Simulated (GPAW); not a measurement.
A run of GPAW 26.7.0 is set up as follows.

The input run.py:

```python
from ase.dft.bandgap import bandgap
from ase.io import read, write
from gpaw import GPAW, PW

atoms = read('InP.cif')

calc = GPAW(mode=PW(600),
            xc='TB09',
            kpts={'size': (6, 6, 6), 'gamma': True},
            occupations={'name': 'fermi-dirac', 'width': 0.05},
            nbands=18,
            convergence={'density': 1e-05, 'energy': 1e-05},
            eigensolver='cg',
            maxiter=150,
            txt='gpaw.txt')
atoms.calc = calc
energy = atoms.get_potential_energy()
calc.write('gs.gpw')
write('result.traj', atoms)
print('Fermi level:', round(calc.get_fermi_level(), 4), 'eV')
print(f'Gap: {bandgap(calc)[0]:.4f} eV, direct: {bandgap(calc, direct=True)[0]:.4f} eV')
```

Contents of InP.cif:

```cif
data_InP
_cell_length_a 4.14435284
_cell_length_b 4.14435284
_cell_length_c 4.14435284
_cell_angle_alpha 60.00000000
_cell_angle_beta 60.00000000
_cell_angle_gamma 60.00000000
_space_group_name_H-M_alt 'P1'
_space_group_name_Hall 'P 1'
_space_group_IT_number 1
loop_
_space_group_symop_operation_xyz
'x,y,z'
loop_
_atom_site_label
_atom_site_type_symbol
_atom_site_symmetry_multiplicity
_atom_site_Wyckoff_symbol
_atom_site_fract_x
_atom_site_fract_y
_atom_site_fract_z
_atom_site_occupancy
In1 In 1 a 0.0000000000 0.0000000000 0.0000000000 1
P1 P 1 a 0.7500000000 0.7500000000 0.7500000000 1
```

Potentials or basis: GPAW PAW data sets for LDA (gpaw-data 1.2.1), pw.

Command:

```bash
$ OMP_NUM_THREADS=1 python run.py
```

Problem. Estimate the band gap on the k mesh.

Solution. 1.66 eV, direct.

Caveat: a model potential gives levels but no total energy; spin-orbit coupling is left out, which moves the levels of the heavy elements.

**The experiment to reproduce.**

A printed reference work, data compilation reports, for a bulk crystal of InP at 1.6 K: band gap 1.4236 eV (direct).

Measured gap of InP: 1.4236 eV (direct; 1.6 K; a printed reference work, data compilation). This calculation gives 1.66 eV (+0.24 eV). Spin-orbit coupling on In is left out. The value is that of TB-mBJ, without temperature or zero-point motion.
